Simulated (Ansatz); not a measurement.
## Ni in Ansatz: the effect of Hubbard term

Crystal: Ni.

```
Ni
1.0
     0.00000    1.73757    1.73757
     1.73757    0.00000    1.73757
     1.73757    1.73757    0.00000
Ni
1
Cartesian
  0.0000 0.0000 0.0000
```

Alike in all runs:

- Program: Ansatz 0.2.0
- Task: density of states
- Functional: PBEsol
- Potentials or basis: all-electron LAPW, scalar-relativistic
- Cutoff: 320 eV (chosen from the basis error)
- Basis error allowed: 0.001 eV/atom
- k mesh: 13 × 13 × 13
- Occupations: fermi-dirac, width 0.05 eV
- Spin: collinear spin, ferromagnetic start
- Starting moments: [1.0] μB

**Question.** One run gave: pressure 33.4 GPa; moment 0.95 μB. Which Hubbard term did it use?
A. Ni d U = 8 eV
B. Ni d U = 2 eV
C. none

**Answer.** A.

```tsv
Hubbard term	pressure (GPa)	moment (μB)
none	-2.4	0.63
Ni d U = 2 eV	-2.4	0.63
Ni d U = 8 eV	33.4	0.95
```

Caveats: the magnetic state may not be the lowest (some runs); U is the effective U less J, on atomic orbitals that reach past the spheres (some runs); the U is typed as a test and isn't derived for this compound (some runs); a pressure of tens of GPa on the cell as given is suspect, and the run, the potentials or the cell itself is likely at fault (some runs).

Runs at the PBE level aren't shown here.
